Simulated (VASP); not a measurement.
A run of VASP 6.6.1:

INCAR

```
PREC = Accurate
ENCUT = 520
EDIFF = 1E-6
ISMEAR = 0
SIGMA = 0.1
LREAL = False
LASPH = True
NELM = 100
ALGO = Fast
ISIF = 2
LWAVE = False
LCHARG = False
GGA = PE
NBANDS = 8
```

KPOINTS

```
Automatic mesh
0
Gamma
  14 14 14
```

Contents of POSCAR:

```
Sb
1.0
    3.1104612571      0.0000000000      0.0000000000
    0.0000000000      3.1104612571      0.0000000000
    0.0000000000      0.0000000000      3.1104612571
Sb
1
Direct
    0.0000000000      0.0000000000      0.0000000000
```

Potentials or basis: VASP PAW PBE potentials, release 64 (Sb).

Command:

```sh
$ cat potpaw_PBE.64/Sb/POTCAR > POTCAR
$ mpirun -np 1 vasp_std > vasp.out
```

Hardware: 1 thread of Intel(R) Xeon(R) 6975P-C (Granite Rapids) (shared host).

Q: Estimate the wall time of this run.

A: Wall time 6.2 s on 1 thread of Intel(R) Xeon(R) 6975P-C (Granite Rapids) (shared host), peak memory 0.15 GiB. Counts: scf iterations 10, k points 120.
